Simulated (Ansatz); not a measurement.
Wires are cut from relaxed bulk GaAs (F-43m, 23.71 Å³/atom, gap on the mesh 0.16 eV); atoms and period are relaxed, and energies count from that bulk.

Computed with DFT PBE, scalar-relativistic, plane waves, PAW (Ansatz 0.2.0).

Cutoff 420 eV, Gaussian smearing of 0.05 eV, energies at zero smearing, symmetry of each start kept, collinear spin where a moment is listed.

```json
{"start": "[111] wire, 12 host atoms a period", "atoms": "12", "k mesh": "1×1×6", "excess energy (eV per host atom)": "0.702", "line energy (eV/Å)": "0.860", "period (Å)": "9.792", "gap on the mesh (eV)": "0.26", "size of the moment (μB per cell)": "0.00", "highest filled level or Fermi level under vacuum (eV)": "-"}
{"start": "[111] wire, 18 host atoms a period", "atoms": "18", "k mesh": "1×1×6", "excess energy (eV per host atom)": "0.574", "line energy (eV/Å)": "1.088", "period (Å)": "9.496", "gap on the mesh (eV)": "0.51", "size of the moment (μB per cell)": "0.00", "highest filled level or Fermi level under vacuum (eV)": "4.52"}
```

A dash: not computed, or not clear enough to read.

Each run keeps its start's symmetry and one magnetic start, so lower states can exist.

Cost: 2 runs of about 94 core-minutes in all, on AMD EPYC 9R45 (Zen 5) (shared hosts).